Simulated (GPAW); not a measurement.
**How the form of the self-energy moves the gap of AlN (P6_3mc)**

Aim: compare treatments of exchange, screening and correlation for the gap of AlN (P6_3mc).

Calculated with GPAW 26.7.0; LDA and many-body steps on it, plane waves.

The database entry behind the starting cell differs from later determinations by our own check (inner coordinate u about 0.002 short), so it need not match the best structure at ambient conditions.

### 1. The structure

The structure is hexagonal, space group P6_3mc (No. 186). Conventional cell: a = 3.113 Å, b = 3.113 Å, c = 4.981 Å, α = 90.00°, β = 90.00°, γ = 120.00°. Nearest to Al lie 4 N at 1.89 Å. N has 4 Al at 1.89 Å nearest. Farther neighbours and most contacts between anions are not listed.

As a file:

```cif
data_structure
_symmetry_space_group_name_H-M 'P 1'
_symmetry_Int_Tables_number 1
_cell_length_a 3.1130
_cell_length_b 3.1130
_cell_length_c 4.9810
_cell_angle_alpha 90.000
_cell_angle_beta 90.000
_cell_angle_gamma 120.000
_cell_volume 41.80
loop_
_atom_site_label
_atom_site_type_symbol
_atom_site_fract_x
_atom_site_fract_y
_atom_site_fract_z
_atom_site_occupancy
Al1 Al 0.33333 0.66667 0.00000 1
Al2 Al 0.66667 0.33333 0.50000 1
N3 N 0.33333 0.66667 0.38000 1
N4 N 0.66667 0.33333 0.88000 1
```

The cell and positions come from the Crystallography Open Database and are kept as given unless a step says otherwise.

### 2. Empty states on the mesh, 6×6×4 mesh, 503 bands

This step: GPAW 26.7.0; DFT, LDA, plane waves, PAW.

The sums over transitions need many empty states on a uniform mesh; this step solves for them.

Input file run.py:

```python
import json
import numpy as np
from gpaw.mpi import world
from gpaw import GPAW

calc = GPAW('gs.gpw').fixed_density(kpts={'size': (6, 6, 4), 'gamma': True},
    parallel={'domain': 1, 'band': 1},
    txt='nscf.txt')
calc.diagonalize_full_hamiltonian(nbands=503)
calc.write('full.gpw', mode='all')
res = {}
kpts = calc.get_ibz_k_points()
res['kpts'] = kpts
res['eigenvalues'] = [calc.get_eigenvalues(kpt=k) for k in range(len(kpts))]
res['n_electrons'] = calc.get_number_of_electrons()

if world.rank == 0:
    with open('result.json', 'w') as f:
        json.dump(res, f, default=lambda x: x.tolist())
```

Run with:

```sh
$ mpirun -n 4 gpaw python run.py
```

Output:

```text
Diagonalizing LCAO Hamiltonian
Converting LCAO to pw mode
convergence criteria:
- Maximum integral of absolute [eigenst]ate change: 4e-08 eV^2 / valence electron
maximum number of iterations: 100

SCF iterations
|iter     |     time |      energy | eigst |  dens |
|iter:   1|  |             | +0.96 |       |
|iter:   2|  |             | -0.56 |       |
|iter:   3|  |             | -1.61 |       |
[...]
|iter:   7|  |             | -5.97 |       |
|iter:   8|  |             | -6.59 |       |
|iter:   9|  |             | -7.62c|       |
SCF steps: 9
  __  _  _
 | _ |_)|_||  |
 |__||  | ||/\| - 26.7.0

Input parameters:
  mode=PW(ecut=600.0),
  convergence={'density': 1e-06, 'bands': -3},
  gpts=array([18, 18, 30]),
  kpts=MonkhorstPack(size=(6, 6, 4), gamma=True),
  maxiter=100,
  nbands=16,
  occupations=Occupations(name='fermi-dirac', width=0.001, fixmagmom=False),
  parallel={'domain': 1, 'band': 1},
  xc=XC(name='LDA')
Matrix size: 1412x1412
# Writing to full.gpw (mode='all')
  [... matrices ...]

timing:  # [seconds]
  Total: 12.972  # ━━━━━━━━━━━━━━━━━━━━━━━━━━━━━━━━━━━━━━━━━━━━━━━━━━━━━━━━━━
```

It took 18 s on 4 MPI ranks of Intel Xeon Platinum 8488C (Sapphire Rapids), shared host; peak memory 1.7 GiB; 70 s of CPU time.

Numbers from this step:

* gap: 4.245 eV
* k of the valence top: 0, 0, 0
* k of the conduction bottom: 0, 0, 0
* least direct gap: 4.245 eV
* k points computed: 24
* lowest point of the top converged band, above the valence top: 282.9661 eV

On this mesh the gap is 4.245 eV.

### 3. One-shot HSE06

This step: one-shot HSE06 levels on LDA orbitals, plane waves, PAW.

Input file run.py:

```python
import json
import numpy as np
from gpaw.mpi import world
from gpaw.hybrids.eigenvalues import non_self_consistent_eigenvalues

dft, vxc, vxc_hyb = non_self_consistent_eigenvalues('full.gpw', 'HSE06', 6, 10, kpt_indices=[0])
res = {'dft': dft[0], 'hybrid': (dft - vxc + vxc_hyb)[0]}
if world.rank == 0:
    with open('hybrid.txt', 'w') as f:
        for k, e0, e1 in zip([0], res['dft'], res['hybrid']):
            print(k, ' '.join(f'{x:9.4f}' for x in e0), '|', ' '.join(f'{x:9.4f}' for x in e1), file=f)

if world.rank == 0:
    with open('result.json', 'w') as f:
        json.dump(res, f, default=lambda x: x.tolist())
```

Run with:

```sh
$ mpirun -n 4 gpaw python run.py
```

Output:

```text
IBZ(<points: 24, symmetries: 6>)
Occupied bands: 8
Transforming wave functions from IBZ to BZ: 0.030 seconds
Distributing wave functions and iFFT-ing to real space: 0.264 seconds
Calculating eigenvalues:
  k-points: 1
  Bands: 6-9 (inclusive)
  Seconds: 0.352 (wave-function broadcasting: 0.003 seconds)
HSE06-eigenvalue shifts:
  min: -0.776 eV
  ave: -0.001 eV
  max: 0.920 eV
```

Run time: 4.2 s. Hardware: 4 MPI ranks; peak memory 1.1 GiB; 16 s of CPU time.

Numbers from this step:

```
starting gap on the mesh                       : 4.245 eV
hybrid gap on the mesh                         : 5.626 eV
least direct hybrid gap on the computed points : 5.626 eV
```

### 4. GLLB-SC, self-consistent

This step: DFT, GLLB-SC with its derivative discontinuity, plane waves, PAW.

Input file run.py:

```python
import json
import numpy as np
from gpaw.mpi import world
from ase import Atoms
from gpaw import GPAW, PW, FermiDirac

atoms = Atoms(['Al', 'Al', 'N', 'N'],
    cell=[[3.1130000000, 0.0000000000, 0.0000000000],
      [-1.5565000000, 2.6959370820, 0.0000000000],
      [0.0000000000, 0.0000000000, 4.9810000000]],
    scaled_positions=[[0.3333333333, 0.6666666667, 0.0000000000],
      [0.6666666667, 0.3333333333, 0.5000000000],
      [0.3333333333, 0.6666666667, 0.3800000000],
      [0.6666666667, 0.3333333333, 0.8800000000]],
    pbc=(True, True, True))
calc = GPAW(mode=PW(600),
    xc='GLLBSC',
    kpts={'size': (6, 6, 4), 'gamma': True},
    occupations=FermiDirac(0.001),
    nbands=-8,
    convergence={'bands': -3},
    maxiter=120,
    txt='gllbsc.txt')
atoms.calc = calc
atoms.get_potential_energy()
homo, lumo = calc.get_homo_lumo()
response = calc.hamiltonian.xc.response
dxc_pot = response.calculate_discontinuity_potential(homo, lumo)
ks_gap, dxc = response.calculate_discontinuity(dxc_pot)
res = {'ks_gap': ks_gap, 'dxc': dxc}

if world.rank == 0:
    with open('result.json', 'w') as f:
        json.dump(res, f, default=lambda x: x.tolist())
```

Run with:

```sh
$ mpirun -n 4 gpaw python run.py
```

Output:

```text
[banner, memory and clock lines left out]
___ ___ ___ _ _ _
 |   |   |_  | | | |
 | | | | | . | | | |
 |__ |  _|___|_____|  26.7.0
 |___|_|

Input parameters:
  convergence: {bands: -3}
  kpts: {gamma: True,
         size: (6, 6, 4)}
  maxiter: 120
  mode: {ecut: 600.0,
         name: pw}
  nbands: -8
  occupations: {fixmagmom: False,
                name: fermi-dirac,
                width: 0.001}
  xc: GLLBSC

System changes: positions, numbers, cell, pbc, initial_charges, initial_magmoms

Initialize ...

species:
  Al:
    name:    Aluminium
    Z:       13.0
    valence: 3
    core:    10
    charge:  0.0  # [|e|]
    compensation charges:
      type: gauss
      rc: 0.34  # [Å]
      lmax: 2
    cutoffs:
      filter: 1.91  # [Å]
      core: 2.36  # [Å]
    projectors
    | kind |    occ | energy [eV] | rcut [Å] |
    |   3s |  2.000 |      -7.950 |    1.085 |
    |   3p |  1.000 |      -3.225 |    1.085 |
    |    s |        |      19.261 |    1.085 |
    |    p |        |      23.986 |    1.085 |
    |    d |        |       0.000 |    1.085 |

    Using partial waves for Al as LCAO basis

  N:
    name:    Nitrogen
    Z:       7.0
    valence: 5
    core:    2
    charge:  0.0  # [|e|]
    compensation charges:
      type: gauss
      rc: 0.18  # [Å]
      lmax: 2
    cutoffs:
      filter: 1.11  # [Å]
      core: 0.96  # [Å]
    projectors
    | kind |    occ | energy [eV] | rcut [Å] |
    |   2s |  2.000 |     -22.351 |    0.603 |
    |   2p |  3.000 |     -10.227 |    0.529 |
    |    s |        |       4.860 |    0.603 |
    |    p |        |      16.985 |    0.529 |
    |    d |        |       0.000 |    0.577 |

    Using partial waves for N as LCAO basis

Reference energy: -16130.728746  # eV

Spin-paired calculation

Convergence criteria:
 Maximum [total energy] change in last 3 cyles: 0.0005 eV / valence electron
 Maximum integral of absolute [dens]ity change: 0.0001 electrons / valence electron
 Maximum integral of absolute [eigenst]ate change: 4e-08 eV^2 / valence electron
 Maximum number of scf [iter]ations: 120
 (Square brackets indicate name in SCF output, whereas a 'c' in
 the SCF output indicates the quantity has converged.)
  [... matrices ...]
Symmetries present (total): 6

  [... matrices ...]
144 k-points: 6 x 6 x 4 Monkhorst-Pack grid + [1/12,1/12,1/8]
24 k-points in the irreducible part of the Brillouin zone
       k-points in crystal coordinates                weights
   0:     0.00000000    0.00000000    0.00000000          1/144
   1:     0.00000000    0.00000000    0.25000000          2/144
   2:     0.00000000    0.00000000    0.50000000          1/144
   3:     0.16666667    0.00000000   -0.25000000          6/144
   4:     0.16666667    0.00000000    0.00000000          6/144
   5:     0.16666667    0.00000000    0.25000000          6/144
   6:     0.16666667    0.00000000    0.50000000          6/144
   7:     0.33333333   -0.16666667    0.00000000          6/144
   8:     0.33333333   -0.16666667    0.25000000         12/144
   9:     0.33333333   -0.16666667    0.50000000          6/144
          ...
  23:     0.50000000    0.50000000    0.50000000          3/144

Wave functions: Plane wave expansion
  Cutoff energy: 600.000 eV
  Number of coefficients (min, max): 1384, 1412
  Pulay-stress correction: 0.000000 eV/Ang^3 (de/decut=0.000000)
  Using FFTW library
  Wavefunction extrapolation:
    Improved wavefunction reuse through dual PAW basis

Occupation numbers: Fermi-Dirac:
  width: 0.0010  # eV

Eigensolver
   Davidson(niter=2)

Densities:
  Coarse grid: 18*18*30 grid
  Fine grid: 36*36*60 grid
  Total Charge: 0.000000

Density mixing:
  Method: separate
  Backend: msr1
  Linear mixing parameter: 0.05
  old densities: 10
  Width of damping distribution: 1.1
  Damping of long wavelength oscillations: 20

Hamiltonian:
  XC and Coulomb potentials evaluated on a 36*36*60 grid
  Using the GLLBSC Exchange-Correlation functional
  External potential:
    NoExternalPotential

XC parameters: GLLBSC functional being used consists of
  | Weight | Module     | Description                                   |
  |  1.000 | SCREENING  | GGA_X_PBE_SOL with 2 nearest neighbor stencil |
  |  1.000 | RESPONSE   | eps=0.0500 eV                                 |
  |  1.000 | XC         | GGA_C_PBE_SOL with 2 nearest neighbor stencil |

Memory estimate:

Total number of cores used: 4
Parallelization over k-points: 4

Number of atoms: 4
Number of atomic orbitals: 16
Number of bands in calculation: 16
Number of valence electrons: 16
Bands to converge: 13

... initialized

Initializing position-dependent things.

Density initialized from atomic densities
Creating initial wave functions:
  16 bands from LCAO basis set

           N

           Al
        N

        Al

Atomic positions and initial magnetic moments

Positions:
   0 Al    -0.000000    1.797291    0.000000    ( 0.0000,  0.0000,  0.0000)
   1 Al     1.556500    0.898646    2.490500    ( 0.0000,  0.0000,  0.0000)
   2 N     -0.000000    1.797291    1.892780    ( 0.0000,  0.0000,  0.0000)
   3 N      1.556500    0.898646    4.383280    ( 0.0000,  0.0000,  0.0000)
  [... matrices ...]
Unit cell:
           periodic     x           y           z      points  spacing
  1. axis:    yes    3.113000    0.000000    0.000000    18     0.1498
  2. axis:    yes   -1.556500    2.695937    0.000000    18     0.1498
  3. axis:    yes    0.000000    0.000000    4.981000    30     0.1660

  Lengths:   3.113000   3.113000   4.981000
  Angles:   90.000000  90.000000 120.000000

Effective grid spacing dv^(1/3) = 0.1626

iter:   1    -38.167766   +0.81
iter:   2    -37.988061   -0.23  -0.51
iter:   3    -34.202284   +0.28  -0.53
iter:   4    -30.981419   -0.36  -0.56
iter:   5    -32.469295   -0.33  -1.06
iter:   6    -30.900252   -1.39  -0.92
iter:   7    -30.410066   -1.80  -1.36
iter:   8    -30.377373   -2.41  -2.06
iter:   9    -30.388694   -3.39  -2.74
iter:  10    -30.425631   -3.89  -2.72
iter:  11    -30.412536   -4.50  -2.74
iter:  12    -30.407943   -4.94  -3.26
iter:  13    -30.408247c  -5.68  -4.27c
iter:  14    -30.409701c  -5.97  -4.21c
iter:  15    -30.409341c  -6.12  -4.13c
iter:  16    -30.408734c  -6.54  -4.12c
iter:  17    -30.408713c  -7.11  -5.53c
iter:  18    -30.408717c  -7.52c -5.45c

Converged after 18 iterations.

Dipole moment: (0.000000, -0.000000, 1.349530) |e|*Ang

Energy contributions relative to reference atoms: (reference = -16130.728746)
  [... matrices ...]
Kinetic:        +43.929147
Potential:      -35.783515
External:        +0.000000
XC:             -38.569636
Entropy (-ST):   -0.000000
Local:           +0.015287
SIC:             +0.000000
Free energy:    -30.408717
Extrapolated:   -30.408717

GLLBSC response reference energy: 4.26662 eV (from HOMO)
  [... matrices ...]
Showing only first 2 kpts
 Kpt  Band  Eigenvalues  Occupancy
  0     6      4.09878    2.00000
  0     7      4.26663    2.00000
  0     8      8.89967    0.00000
  0     9     11.81300    0.00000

  1     6      4.00382    2.00000
  1     7      4.00393    2.00000
  1     8      9.82742    0.00000
  1     9     11.82037    0.00000

Fermi level: 7.09375

Gap: 4.633 eV
Transition (v -> c):
  (s=0, k=0, n=7, [0.00, 0.00, 0.00]) -> (s=0, k=0, n=8, [0.00, 0.00, 0.00])
No difference between direct/indirect transitions
```

Wall time 7.4 s (4 MPI ranks); peak memory 0.69 GiB.

Numbers from this step:

```yaml
starting_gap_on_the_mesh: 4.633 eV
derivative_discontinuity: 1.869 eV
quasiparticle_gap_on_the_mesh: 6.502 eV
```

(Continued in part 2 of 2.)

[Paths, hosts, dates, memory and timing lines, banners, echoed tables and standing remarks are left out of the program output.]

[Logs are printed without paths, hosts, clocks, repeated set-up lines and the standing remarks that a program may print on its own settings, such as how far it seeks lower states.]

[Runs of the session that timed out or met a known fault of the program may be left out.]

[Hosts, paths, dates, database ids (printed as entryN), source tags and the programs' standing remarks are cut or masked in the printed files.]
